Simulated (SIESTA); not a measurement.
## K: equation of state with LDA

Crystal: K.

```xyz
1
Lattice="-2.6976 2.6976 2.6976 2.6976 -2.6976 2.6976 2.6976 2.6976 -2.6976" Properties=species:S:1:pos:R:3 pbc="T T T"
K     0.0000    0.0000    0.0000
```

```json
{
  "Program": "SIESTA 5.4.2",
  "Task": "equation of state",
  "Functional": "LDA",
  "Potentials or basis": "PseudoDojo 0.4 standard (LDA files)",
  "Basis": "DZP (energy shift 0.003 Ry; two zetas on semicore shells; d shell added on K)",
  "Grid cutoff": "800 Ry",
  "Energy shift": "0.003 Ry",
  "k mesh": "7 × 7 × 7",
  "Occupations": "fermi-dirac, width 0.05 eV",
  "Spin": "no spin polarisation"
}
```

* Equilibrium volume: outside the volumes run

Energy against volume, from the lowest point:
| volume (Å³/atom) | energy (meV/atom) |
| --- | --- |
| 73.807 | 0.00 |
| 75.378 | 5.57 |
| 76.948 | 11.71 |
| 78.519 | 18.35 |
| 80.089 | 25.43 |
| 81.659 | 32.89 |
| 83.230 | 40.71 |

All runs of the series together: 4.5 min on 1 thread of Intel(R) Xeon(R) Processor @ 2.50GHz (Skylake/Cascade Lake) (shared host).

Caveat: the basis of atomic orbitals isn't converged, which shifts pressures, moduli and gaps.
